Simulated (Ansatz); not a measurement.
**Br: what a guessed cell relaxes into**

Where does this trial cell of Br go when cell and atoms are let free?

Computed with Ansatz 0.2.0 (DFT PBE, scalar-relativistic, plane waves, PAW, unless a step's input says otherwise).

**1. Starting point**

Symmetry: Cmmm, No. 65, orthorhombic system. Conventional cell: a = 5.160 Å, b = 11.005 Å, c = 3.667 Å, α = 90.00°, β = 90.00°, γ = 90.00°. Around Br (site symmetry m) lie 4 Br at 2.19 to 2.42 Å. Around Br (site symmetry 2/m) lie 6 Br at 2.40 to 2.58 Å.

Structure file:

```
CELL_PARAMETERS angstrom
2.58005 -5.50272 0.00000
2.58005 5.50272 0.00000
0.00000 0.00000 3.66709
ATOMIC_POSITIONS crystal
Br 0.10192 0.32163 0.50000
Br 0.89808 0.67837 0.50000
Br 0.32163 0.10192 0.50000
Br 0.67837 0.89808 0.50000
Br 0.00000 0.50000 0.00000
Br 0.50000 0.00000 0.00000
```

Recipe of the guess: 4-, 6-connected net of one element (Cmmm, No. 65). Its size is a rough estimate.

**2. The guess as it stands, on a coarse mesh**

The input, input.yaml:

```yaml
crystal:
  lattice:
    - [2.58005337, -5.50271867, 0.0]
    - [2.58005337, 5.50271867, 0.0]
    - [0.0, 0.0, 3.66709397]
  atoms:
    - { symbol: Br, position: [0.10192005, 0.32163382, 0.5] }
    - { symbol: Br, position: [0.89807995, 0.67836618, 0.5] }
    - { symbol: Br, position: [0.32163382, 0.10192005, 0.5] }
    - { symbol: Br, position: [0.67836618, 0.89807995, 0.5] }
    - { symbol: Br, position: [0.0, 0.5, 0.0] }
    - { symbol: Br, position: [0.5, 0.0, 0.0] }
basis:
  ecutwfc: 420
kpoints:
  mp_grid: { grid: [4, 4, 6] }
hamiltonian:
  xc: pbe
scf:
  occupations: { method: gaussian, width: 0.1 }
  lower_state_search: "off"
output:
  forces: true
  stress: true
  eigenvalues: true
```

The run is started by

```sh
$ ansatz run input.yaml --threads 1 --pin off --max-ram 2560MiB --backend cpu --events-out ev --progress --plain --runs-dir out
```

Further runs follow: coarse relaxation; full relaxation.

Q: Predict the outcome of this session. Wanted: conventional cell; volume; energy over the standard state; gap on the mesh.

The runs gave:

| quantity | value |
| --- | --- |
| symmetry at the end (tolerance 0.05 Å) | space group Pmmm (No. 47) |
| conventional cell | a = 3.913 Å, b = 4.824 Å, c = 6.987 Å, α = 90.00°, β = 90.00°, γ = 90.00° |
| volume | 43.95 Å³/atom |
| energy over the standard state | +0.18 eV/atom |
| gap on the mesh | none (metal) |

In words: The symmetry goes from space group Cmmm (No. 65) to space group Pmmm (No. 47), and the volume per atom grows by 153.3 % from the first guess. It lies above the element's standard state, so it is metastable at best. No finished test with a distortion of lower symmetry is shown, so the end may be a saddle point. The final runs have no spin polarisation, so no magnetic state was tried and one may lie lower.
